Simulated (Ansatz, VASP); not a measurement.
# VSi2 in VASP and in Ansatz

```
V Si
1.0
     3.31345    0.00000    0.00000
     0.00000    3.31345    0.00000
     0.00000    0.00000    7.59235
V Si
2 4
Direct
  0.00000 0.50000 0.74959
  0.50000 0.00000 0.25041
  0.00000 0.00000 0.00000
  0.50000 0.50000 0.00000
  0.00000 0.50000 0.41120
  0.50000 0.00000 0.58880
```

Alike in both runs: functional PBE; k mesh 6 × 6 × 4; occupations gaussian, width 0.1 eV; no spin polarisation.

Ansatz relaxed the structure, and its values are those at the end. VASP's run is a single point on that final structure, the one shown.

|  | VASP | Ansatz |
| --- | --- | --- |
| version | VASP 6.6.1 | Ansatz 0.2.0 |
| potentials or method | VASP PAW PBE potentials, release 64 (V_sv, Si) | scalar-relativistic, plane waves, PAW |
| plane-wave cutoff (eV) | 520 | 420 |
| valence electrons in the cell | 42 | 42 |

|  | VASP | Ansatz | Ansatz less VASP |
| --- | --- | --- | --- |
| gap on the k mesh at the Fermi level (eV) | none | none | - |
| pressure (GPa) | 0.0 | 0.0 | -0.02 |
| rms of the force components (eV/Å) | 0.004 | 0.001 | -0.0026 |

A gap of «none» marks a metal or a gap that the smearing closes.
